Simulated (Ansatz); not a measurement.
## Ni2Si: strain energy, fitted

Ni2Si, P6_3/mmc, a = 3.912 Å, c = 4.991 Å. The structure is a COD entry; whether it is the stable form wasn't checked. Ansatz: PBE, PAW, 420 eV, Γ-centred 12×12×8 mesh on 6 atoms, Gaussian smearing 0.10 eV; no spin polarisation. Series: uniaxial strain along c, with a, b and atoms relaxed; x is the strain in per cent. y is the free energy over the unstrained cell, V0 = 11.025 Å³/atom.

| x (%) | y (meV/atom) |
| --- | --- |
| -6.0 | 43.63 |
| -4.0 | 17.81 |
| -2.0 | 4.09 |
| 0.0 | 0.00 |
| 2.0 | ? |
| 4.0 | 12.90 |
| 6.0 | 26.87 |

Question: Fit y = c2 x² + c3 x³ to the other rows, turn c2 into a modulus, and predict the missing energy.

Answer: Least squares on the rows shown. y = 0.97579 x² − 0.038751 x³. In eV per unit strain² c2 is 9.758; this is Young's modulus along the axis (E = ½ Y V0 ε²): 2 × 9.758 × 160.2 / (11.025) = 284 GPa. At x = 2.0 the fit asked for gives 3.59 meV/atom. The run gave 3.50 meV/atom, so the fit is 0.09 meV/atom too high, within the rms miss on the fitted rows (0.19 meV/atom).